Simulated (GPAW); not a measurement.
# C (Fd-3m) in GPAW: notebook

One crystal, C, is run at these levels: BLYP, PBE; tasks: relaxation of cell and atoms, single point.

Everything below comes from runs of GPAW 26.7.0. Logs are shortened: lines on timing, memory, paths and dates and some standing lists are left out, and cuts for length are marked. The log counts tension as positive stress, the text compression.

## 1. Starting point

Symmetry: Fd-3m, No. 227, cubic system. Conventional cell: a = 3.567 Å, b = 3.567 Å, c = 3.567 Å, α = 90.00°, β = 90.00°, γ = 90.00°. Around C (site symmetry -43m) lie 4 C at 1.54 Å.

This isn't the form of C at room conditions, which is graphite.

## 2. Relaxation of cell and atoms, BLYP

The input, run.py:

```python
from ase.filters import FrechetCellFilter
from ase.io import read, write
from ase.optimize import BFGS
from gpaw import GPAW, PW, setup_paths

setup_paths.insert(0, '.')

atoms = read('C.xyz')

calc = GPAW(mode=PW(800),
            xc='BLYP',
            kpts={'size': (13, 13, 13), 'gamma': True},
            occupations={'name': 'fermi-dirac', 'width': 0.05},
            nbands=11,
            convergence={'density': 1e-05, 'forces': 0.0001},
            eigensolver='davidson',
            maxiter=150,
            txt='gpaw.txt')
atoms.calc = calc
opt = BFGS(FrechetCellFilter(atoms), trajectory='relax.traj', logfile='-')
done = opt.run(fmax=0.02, steps=40)
calc.write('gs.gpw')
write('result.traj', atoms)
print('Converged:', done)
print('Cell:', atoms.cell.cellpar().round(4))
print('Volume:', round(atoms.get_volume(), 4))
print(atoms.get_scaled_positions().round(5))
```

The input, C.xyz:

```xyz
2
Lattice="0.0000000000 1.7833700000 1.7833700000 1.7833700000 0.0000000000 1.7833700000 1.7833700000 1.7833700000 0.0000000000" Properties=species:S:1:pos:R:3 pbc="T T T"
C      2.6750550000      2.6750550000      2.6750550000
C      1.7833700000      1.7833700000      1.7833700000
```

Potentials or basis: PAW data sets generated in the run's folder for this functional, pw.

Command:

```
$ gpaw-setup -f BLYP C
$ OMP_NUM_THREADS=1 python run.py
```

gpaw.txt:

```text
__  _  _
 | _ |_)|_||  |
 |__||  | ||/\| - 26.7.0

Input parameters:
  mode=PW(ecut=800.0),
  convergence={'density': 1e-05, 'forces': 0.0001},
  eigensolver=Davidson(niter=2),
  kpts=MonkhorstPack(size=(13, 13, 13), gamma=True),
  maxiter=150,
  nbands=11,
  occupations=Occupations(name='fermi-dirac', width=0.05),
  xc=XC(name='BLYP')

Diagonalizing LCAO Hamiltonian
Converting LCAO to pw mode

          C
       C

Atoms  # Å, Bohr magnetons
|   | symbol |        x |        y |        z |    initial magnetic moments |
|---|--------|----------|----------|----------|-----------------------------|
| 0 |      C | 2.675055 | 2.675055 | 2.675055 | ( 0.0000,  0.0000,  0.0000) |
| 1 |      C | 1.783370 | 1.783370 | 1.783370 | ( 0.0000,  0.0000,  0.0000) |

Unit cell  # Å
| periodic |        x |        y |        z |  lengths |    angles |
|----------|----------|----------|----------|----------|-----------|
|      yes | 0.000000 | 1.783370 | 1.783370 | 2.522066 | 60.000000 |
|      yes | 1.783370 | 0.000000 | 1.783370 | 2.522066 | 60.000000 |
|      yes | 1.783370 | 1.783370 | 0.000000 | 2.522066 | 60.000000 |

Number of symmetries: 24
Symmetry operations  # r_c * U_cc + t_c -> r_c
|    | kind |            matrix            |
|----|------|------------------------------|
|  0 |  E   |  1, 0, 0,  0, 1, 0,  0, 0, 1 |
|  1 |  σ   |  1, 0, 0,  0, 0, 1,  0, 1, 0 |
|  2 |  σ   |  1, 0,-1,  0, 1,-1,  0, 0,-1 |
|  3 |  C3  |  1, 0,-1,  0, 0,-1,  0, 1,-1 |
|  4 |  C3  |  1,-1, 0,  0,-1, 1,  0,-1, 0 |
|  5 |  σ   |  1,-1, 0,  0,-1, 0,  0,-1, 1 |
|  6 |  σ   |  0, 1, 0,  1, 0, 0,  0, 0, 1 |
|  7 |  C3  |  0, 1, 0,  0, 0, 1,  1, 0, 0 |
|  8 |  C2  |  0, 1,-1,  1, 0,-1,  0, 0,-1 |
|  9 |  S4  |  0, 1,-1,  0, 0,-1,  1, 0,-1 |
| 10 |  C3  |  0, 0, 1,  1, 0, 0,  0, 1, 0 |
| 11 |  σ   |  0, 0, 1,  0, 1, 0,  1, 0, 0 |
| 12 |  S4  |  0, 0,-1,  1, 0,-1,  0, 1,-1 |
| 13 |  C3  |  0, 0,-1,  0, 1,-1,  1, 0,-1 |
| 14 |  S4  |  0,-1, 1,  1,-1, 0,  0,-1, 0 |
| 15 |  C2  |  0,-1, 1,  0,-1, 0,  1,-1, 0 |
| 16 |  C3  |  0,-1, 0,  1,-1, 0,  0,-1, 1 |
| 17 |  S4  |  0,-1, 0,  0,-1, 1,  1,-1, 0 |
| 18 |  S4  | -1, 1, 0, -1, 0, 1, -1, 0, 0 |
| 19 |  C3  | -1, 1, 0, -1, 0, 0, -1, 0, 1 |
| 20 |  C3  | -1, 0, 1, -1, 1, 0, -1, 0, 0 |
| 21 |  S4  | -1, 0, 1, -1, 0, 0, -1, 1, 0 |
[... 100 lines left out ...]
xc functional:
  name: BLYP with 2 nearest neighbor stencil

convergence criteria:
- Maximum integral of absolute [dens]ity change: 1e-05 electrons / valence electron
- Maximum change in the atomic [forces] across last 2 cycles: 0.0001 eV/Ang OR
Maximum error relative to the maximum force is below inf
- Maximum [total energy] change in last 3 cyles: 0.0005 eV / valence electron
- Maximum integral of absolute [eigenst]ate change: 4e-08 eV^2 / valence electron
maximum number of iterations: 150

SCF iterations
|iter     | |      energy | eigst |  dens |force |
|---------|-|-------------|-------|-------|------|
|iter:   1| |  -17.242894 | +0.22 |       |      |
|iter:   2| |  -17.169098 | -2.51 | -0.78 |      |
|iter:   3| |  -16.679670 | -1.31 | -0.80 |      |
|iter:   4| |  -16.681415 | -2.61 | -1.50 |      |
|iter:   5| |  -16.682297c| -4.37 | -2.11 |      |
|iter:   6| |  -16.682297c| -5.94 | -3.43 |      |
|iter:   7| |  -16.682297c| -7.49c| -4.05 |      |
|iter:   8| |  -16.682297c| -9.25c| -5.43c|      |
|iter:   9| |  -16.682297c|-10.73c| -5.87c|-15.77c|

Converged in 9 steps
Energy contributions relative to reference atoms: (reference = -2058.132131)

Energy contributions:
  Kinetic:          18.402525
  Coulomb:         -17.045409
  Zero:              0.041037
  External:          0.000000
  Xc:              -18.080450
  Entropy:           0.000000
  Spinorbit:         0.000000
  ----------------------------
  Free energy:     -16.682297
  Extrapolated:    -16.682297

dipole moment: (2.107670, 2.107670, 2.107670)  # |e|*Ang
[... 24 lines left out ...]
Stress tensor  # eV/Ang^3
|         x |         y |         z |
|-----------|-----------|-----------|
| -0.066139 |  0.000000 |  0.000000 |
|  0.000000 | -0.066139 | -0.000000 |
|  0.000000 | -0.000000 | -0.066139 |

Forces  # eV/Ang
|        x |        y |        z |
|----------|----------|----------|
|  0.00000 | -0.00000 | -0.00000 |  # C    0
| -0.00000 | -0.00000 | -0.00000 |  # C    1

Interpolating wave functions to new cell

          C
       C

Atoms  # Å, Bohr magnetons
|   | symbol |        x |        y |        z |    initial magnetic moments |
|---|--------|----------|----------|----------|-----------------------------|
| 0 |      C | 2.682232 | 2.682232 | 2.682232 | ( 0.0000,  0.0000,  0.0000) |
| 1 |      C | 1.788155 | 1.788155 | 1.788155 | ( 0.0000,  0.0000,  0.0000) |

Unit cell  # Å
| periodic |         x |         y |         z |  lengths |    angles |
|----------|-----------|-----------|-----------|----------|-----------|
|      yes | -0.000000 |  1.788155 |  1.788155 | 2.528833 | 60.000000 |
|      yes |  1.788155 | -0.000000 |  1.788155 | 2.528833 | 60.000000 |
|      yes |  1.788155 |  1.788155 | -0.000000 | 2.528833 | 60.000000 |

Number of symmetries: 24
Symmetry operations  # r_c * U_cc + t_c -> r_c
|    | kind |            matrix            |
|----|------|------------------------------|
|  0 |  E   |  1, 0, 0,  0, 1, 0,  0, 0, 1 |
|  1 |  σ   |  1, 0, 0,  0, 0, 1,  0, 1, 0 |
|  2 |  σ   |  1, 0,-1,  0, 1,-1,  0, 0,-1 |
|  3 |  C3  |  1, 0,-1,  0, 0,-1,  0, 1,-1 |
|  4 |  C3  |  1,-1, 0,  0,-1, 1,  0,-1, 0 |
|  5 |  σ   |  1,-1, 0,  0,-1, 0,  0,-1, 1 |
|  6 |  σ   |  0, 1, 0,  1, 0, 0,  0, 0, 1 |
|  7 |  C3  |  0, 1, 0,  0, 0, 1,  1, 0, 0 |
|  8 |  C2  |  0, 1,-1,  1, 0,-1,  0, 0,-1 |
|  9 |  S4  |  0, 1,-1,  0, 0,-1,  1, 0,-1 |
| 10 |  C3  |  0, 0, 1,  1, 0, 0,  0, 1, 0 |
| 11 |  σ   |  0, 0, 1,  0, 1, 0,  1, 0, 0 |
| 12 |  S4  |  0, 0,-1,  1, 0,-1,  0, 1,-1 |
| 13 |  C3  |  0, 0,-1,  0, 1,-1,  1, 0,-1 |
| 14 |  S4  |  0,-1, 1,  1,-1, 0,  0,-1, 0 |
| 15 |  C2  |  0,-1, 1,  0,-1, 0,  1,-1, 0 |
| 16 |  C3  |  0,-1, 0,  1,-1, 0,  0,-1, 1 |
| 17 |  S4  |  0,-1, 0,  0,-1, 1,  1,-1, 0 |
| 18 |  S4  | -1, 1, 0, -1, 0, 1, -1, 0, 0 |
| 19 |  C3  | -1, 1, 0, -1, 0, 0, -1, 0, 1 |
| 20 |  C3  | -1, 0, 1, -1, 1, 0, -1, 0, 0 |
| 21 |  S4  | -1, 0, 1, -1, 0, 0, -1, 1, 0 |
[... 100 lines left out ...]
xc functional:
  name: BLYP with 2 nearest neighbor stencil

convergence criteria:
- Maximum integral of absolute [dens]ity change: 1e-05 electrons / valence electron
- Maximum change in the atomic [forces] across last 2 cycles: 0.0001 eV/Ang OR
Maximum error relative to the maximum force is below inf
- Maximum [total energy] change in last 3 cyles: 0.0005 eV / valence electron
- Maximum integral of absolute [eigenst]ate change: 4e-08 eV^2 / valence electron
maximum number of iterations: 150

SCF iterations
|iter     | |      energy | eigst |  dens |force |
|---------|-|-------------|-------|-------|------|
|iter:   1| |  -16.688095 |       |       |      |
|iter:   2| |  -16.688067 | -5.40 | -2.52 |      |
|iter:   3| |  -16.687873c| -4.47 | -2.54 |      |
|iter:   4| |  -16.687878c| -6.05 | -3.73 |      |
|iter:   5| |  -16.687879c| -6.45 | -4.14 |      |
|iter:   6| |  -16.687879c| -8.83c| -5.21c|      |
|iter:   7| |  -16.687879c|-10.35c| -5.81c|-15.71c|

Converged in 7 steps
Energy contributions relative to reference atoms: (reference = -2058.132131)

Energy contributions:
  Kinetic:          17.634200
  Coulomb:         -16.466630
  Zero:              0.041064
  External:          0.000000
  Xc:              -17.896513
  Entropy:           0.000000
  Spinorbit:         0.000000
  ----------------------------
  Free energy:     -16.687879
  Extrapolated:    -16.687879
[... 26 lines left out ...]
Stress tensor  # eV/Ang^3
|         x |         y |         z |
|-----------|-----------|-----------|
| -0.043966 |  0.000000 |  0.000000 |
|  0.000000 | -0.043966 |  0.000000 |
|  0.000000 |  0.000000 | -0.043966 |

Forces  # eV/Ang
|        x |        y |        z |
|----------|----------|----------|
|  0.00000 |  0.00000 |  0.00000 |  # C    0
| -0.00000 | -0.00000 | -0.00000 |  # C    1

Interpolating wave functions to new cell

          C
       C

Atoms  # Å, Bohr magnetons
|   | symbol |        x |        y |        z |    initial magnetic moments |
|---|--------|----------|----------|----------|-----------------------------|
| 0 |      C | 2.696872 | 2.696872 | 2.696872 | ( 0.0000,  0.0000,  0.0000) |
| 1 |      C | 1.797915 | 1.797915 | 1.797915 | ( 0.0000,  0.0000,  0.0000) |

Unit cell  # Å
| periodic |         x |         y |         z |  lengths |    angles |
|----------|-----------|-----------|-----------|----------|-----------|
|      yes | -0.000000 |  1.797915 |  1.797915 | 2.542635 | 60.000000 |
|      yes |  1.797915 | -0.000000 |  1.797915 | 2.542635 | 60.000000 |
|      yes |  1.797915 |  1.797915 | -0.000000 | 2.542635 | 60.000000 |

Number of symmetries: 24
Symmetry operations  # r_c * U_cc + t_c -> r_c
|    | kind |            matrix            |
|----|------|------------------------------|
|  0 |  E   |  1, 0, 0,  0, 1, 0,  0, 0, 1 |
|  1 |  σ   |  1, 0, 0,  0, 0, 1,  0, 1, 0 |
|  2 |  σ   |  1, 0,-1,  0, 1,-1,  0, 0,-1 |
|  3 |  C3  |  1, 0,-1,  0, 0,-1,  0, 1,-1 |
|  4 |  C3  |  1,-1, 0,  0,-1, 1,  0,-1, 0 |
|  5 |  σ   |  1,-1, 0,  0,-1, 0,  0,-1, 1 |
|  6 |  σ   |  0, 1, 0,  1, 0, 0,  0, 0, 1 |
|  7 |  C3  |  0, 1, 0,  0, 0, 1,  1, 0, 0 |
|  8 |  C2  |  0, 1,-1,  1, 0,-1,  0, 0,-1 |
|  9 |  S4  |  0, 1,-1,  0, 0,-1,  1, 0,-1 |
| 10 |  C3  |  0, 0, 1,  1, 0, 0,  0, 1, 0 |
| 11 |  σ   |  0, 0, 1,  0, 1, 0,  1, 0, 0 |
| 12 |  S4  |  0, 0,-1,  1, 0,-1,  0, 1,-1 |
| 13 |  C3  |  0, 0,-1,  0, 1,-1,  1, 0,-1 |
| 14 |  S4  |  0,-1, 1,  1,-1, 0,  0,-1, 0 |
| 15 |  C2  |  0,-1, 1,  0,-1, 0,  1,-1, 0 |
| 16 |  C3  |  0,-1, 0,  1,-1, 0,  0,-1, 1 |
| 17 |  S4  |  0,-1, 0,  0,-1, 1,  1,-1, 0 |
| 18 |  S4  | -1, 1, 0, -1, 0, 1, -1, 0, 0 |
| 19 |  C3  | -1, 1, 0, -1, 0, 0, -1, 0, 1 |
| 20 |  C3  | -1, 0, 1, -1, 1, 0, -1, 0, 0 |
| 21 |  S4  | -1, 0, 1, -1, 0, 0, -1, 1, 0 |
[... 100 lines left out ...]
xc functional:
  name: BLYP with 2 nearest neighbor stencil

convergence criteria:
- Maximum integral of absolute [dens]ity change: 1e-05 electrons / valence electron
- Maximum change in the atomic [forces] across last 2 cycles: 0.0001 eV/Ang OR
Maximum error relative to the maximum force is below inf
- Maximum [total energy] change in last 3 cyles: 0.0005 eV / valence electron
- Maximum integral of absolute [eigenst]ate change: 4e-08 eV^2 / valence electron
maximum number of iterations: 150

SCF iterations
|iter     | |      energy | eigst |  dens |force |
|---------|-|-------------|-------|-------|------|
|iter:   1| |  -16.693898 |       |       |      |
|iter:   2| |  -16.693782 | -4.81 | -2.21 |      |
|iter:   3| |  -16.692968c| -3.85 | -2.23 |      |
|iter:   4| |  -16.692988c| -5.43 | -3.44 |      |
|iter:   5| |  -16.692995c| -5.83 | -3.82 |      |
|iter:   6| |  -16.692995c| -8.16c| -4.90 |      |
|iter:   7| |  -16.692995c| -9.73c| -5.50c|      |
|iter:   8| |  -16.692995c|-11.73c| -6.31c|-16.02c|

Converged in 8 steps
Energy contributions relative to reference atoms: (reference = -2058.132131)

Energy contributions:
  Kinetic:          16.100378
  Coulomb:         -15.308686
  Zero:              0.041266
  External:          0.000000
  Xc:              -17.525952
  Entropy:           0.000000
  Spinorbit:         0.000000
  ----------------------------
  Free energy:     -16.692995
  Extrapolated:    -16.692995

dipole moment: (2.109453, 2.109453, 2.109453)  # |e|*Ang
[... 24 lines left out ...]
Stress tensor  # eV/Ang^3
|         x |         y |         z |
|-----------|-----------|-----------|
| -0.000915 | -0.000000 | -0.000000 |
| -0.000000 | -0.000915 | -0.000000 |
| -0.000000 | -0.000000 | -0.000915 |

Forces  # eV/Ang
|        x |        y |        z |
|----------|----------|----------|
|  0.00000 |  0.00000 |  0.00000 |  # C    0
| -0.00000 | -0.00000 | -0.00000 |  # C    1

# Writing to gs.gpw (mode='')
```

Wall time 34 s (1 thread of Arm Neoverse V1, shared host); peak memory 0.16 GiB.

Results:

```
Free energy                            : -16.6930 eV
Relaxed volume                         : 5.81 Å³/atom
Relaxed cell                           : a = 2.543 Å, b = 2.543 Å, c = 2.543 Å, α = 60.00°, β = 60.00°, γ = 60.00°
Space group after relaxing (to 0.05 Å) : Fd-3m (No. 227)
Energy gained by relaxing              : 5.3 meV/atom
Ionic steps                            : 3
Pressure after relaxing                : 0.1 GPa
Band gap on the k mesh                 : 4.40 eV, indirect (least direct gap 5.67 eV)
```

The path:
```csv
step,energy change (eV),largest force (eV/Å),pressure (GPa),volume (Å³)
1,0.0000,0.0000,10.60,11.34
2,-0.0056,0.0000,7.04,11.44
3,-0.0107,0.0000,0.15,11.62
```

Final structure:
```cif
data_structure
_symmetry_space_group_name_H-M 'P 1'
_symmetry_Int_Tables_number 1
_cell_length_a 2.5426
_cell_length_b 2.5426
_cell_length_c 2.5426
_cell_angle_alpha 60.000
_cell_angle_beta 60.000
_cell_angle_gamma 60.000
_cell_volume 11.62
loop_
_atom_site_label
_atom_site_type_symbol
_atom_site_fract_x
_atom_site_fract_y
_atom_site_fract_z
_atom_site_occupancy
C1 C 0.75000 0.75000 0.75000 1
C2 C 0.50000 0.50000 0.50000 1
```

Levels at points of the mesh, in eV from the valence-band top:
```
           k point  band 1  band 2  band 3  band 4  band 5  band 6  band 7
(0.00, 0.00, 0.00)  -20.88    0.00    0.00    0.00    5.67    5.67    5.67
```

Caveat: later steps reuse the first step's grids; an odd mesh through Γ misses points on the zone boundary, where band edges often lie.

(Continued in part 2 of 2.)
